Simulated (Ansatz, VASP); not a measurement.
**MgO (Periclase) in VASP and in Ansatz**

```
CELL_PARAMETERS angstrom
0.00000 2.07961 2.07961
2.07961 0.00000 2.07961
2.07961 2.07961 0.00000
ATOMIC_POSITIONS crystal
Mg 0.00000 0.00000 0.00000
O 0.50000 0.50000 0.50000
```

Alike in both runs: functional LDA; k mesh 10 × 10 × 10; occupations gaussian, width 0.02 eV; no spin polarisation.

Ansatz relaxed the structure, and its values are those at the end. VASP's run is a single point on that final structure, the one shown.

```csv
,VASP,Ansatz
version,VASP 6.6.1,Ansatz 0.2.0
potentials or method,"VASP PAW LDA potentials, release 64 (Mg, O)","scalar-relativistic, plane waves, PAW"
plane-wave cutoff (eV),520,420
valence electrons in the cell,8,16
```

```tsv
	VASP	Ansatz	Ansatz less VASP
gap on the k mesh at the Fermi level (eV)	5.03	5.03	0.000
least direct gap on the mesh (eV)	5.03	5.03	0.000
pressure (GPa)	-1.7	0.0	+1.67
```

The two sets of potentials don't hold the same shells in valence.
